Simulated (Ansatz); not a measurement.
SnTe: moving Te off its site

SnTe, Fm-3m, a = 6.313 Å (as given, not relaxed at this level: -0.5 GPa). Ansatz: PBEsol, PAW, 420 eV, Γ-centred 10×10×10 mesh on 2 atoms, Gaussian smearing 0.03 eV; no spin polarisation.

```yaml
crystal:
  lattice:
    - [0.00000, 3.15650, 3.15650]
    - [3.15650, 0.00000, 3.15650]
    - [3.15650, 3.15650, 0.00000]
  atoms:
    - { symbol: Sn, position: [0.00000, 0.00000, 0.00000] }
    - { symbol: Te, position: [0.50000, 0.50000, 0.50000] }
```

Atom 2 (Te) moves by x along the unit vector (0.577, 0.577, 0.577), with its periodic images; all else is held. y is the free energy of the cell over the start, F the force along the path summed over the moved atoms. Symmetry makes y even in x.

| x (Å) | y (meV) | F (eV/Å) |
| --- | --- | --- |
| -0.5000 | 159.1 | 1.01 |
| -0.2500 | ? | ? |
| 0.0000 | 0.0 | 0.00 |
| 0.0625 | 0.0 | -0.01 |
| 0.1250 | 1.2 | -0.04 |
| 0.1875 | 5.5 | -0.11 |
| 0.3125 | 33.4 | -0.37 |
| 0.3750 | 62.2 | -0.56 |
| 0.4375 | 103.6 | -0.77 |

Fit y = c2 x² + c4 x⁴ to the energies of the other rows, give the force constant, and predict energy and force of the missing row.

Least squares on the rows shown. y = 165.85 x² + 1904.5 x⁴. The force constant is 2 c2 = 0.332 eV/Å² (for all images moving together, not for a lone atom). With two atoms in a cubic cell this is the optical mode at Γ without the LO field: ω = 521.5 √(2 c2/μ) = 38 cm⁻¹ for μ = 61.50 u. The force −dy/dx at the missing row is 0.20 eV/Å (computed 0.22). With a term in x⁶ added, the coefficient of x² becomes 51.92, 69 % less, which shows how far this figure hangs on the form. At x = -0.2500 the fit asked for gives 17.8 meV. The run gave 15.3 meV, so the fit is 2.5 meV too high, within twice the rms miss on the fitted rows (1.7 meV).